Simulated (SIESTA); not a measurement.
Runs of SIESTA 5.4.2 on SnTe. It takes space group Fm-3m (No. 225, cubic). Conventional cell: a = 6.302 Å, b = 6.302 Å, c = 6.302 Å, α = 90.00°, β = 90.00°, γ = 90.00°. Te (site symmetry m-3m) is surrounded by 6 Sn at 3.15 Å. Sn (site symmetry m-3m) is surrounded by 6 Te at 3.15 Å. 

| task | level | potentials or basis | broadening (eV) | window to (eV) | polarisation | direction | optical mesh offset | pressure (GPa) |
| --- | --- | --- | --- | --- | --- | --- | --- | --- |
| band structure | PBEsol | PseudoDojo 0.4 standard (PBEsol files), DZP (energy shift 0.003 Ry; two zetas on semicore shells) | - | - | - | - | - | (a) |
| band structure | LDA | PseudoDojo 0.4 standard (LDA files), DZP (energy shift 0.003 Ry; two zetas on semicore shells) | - | - | - | - | - | -0.9 |
| optical spectrum | PBE | PseudoDojo 0.4 standard (PBE files), DZP (energy shift 0.003 Ry; two zetas on semicore shells) | 0.3 eV | 30 eV | unpolarized | 0.0 0.0 1.0 | true | 2.9 |
| band structure | PBE | PseudoDojo 0.4 standard (PBE files), DZP (energy shift 0.003 Ry; two zetas on semicore shells) | - | - | - | - | - | 2.9 |

Alike in all rows: no spin polarisation; cell as given; k mesh 7 × 7 × 7; smearing fermi-dirac 0.05 eV; grid cutoff 500 Ry; energy shift 0.003 Ry.

**Question.** Estimate the missing entries.

**Answer.** (a) 0.3.

Caveats: the basis of atomic orbitals isn't converged, which shifts pressures, moduli and gaps; the basis holds too few empty states to meet the f-sum rule, so the spectrum is short of weight at high energy (some runs); spectra need much finer meshes, so this one isn't converged (some runs); independent-particle spectra lack excitons (some runs).
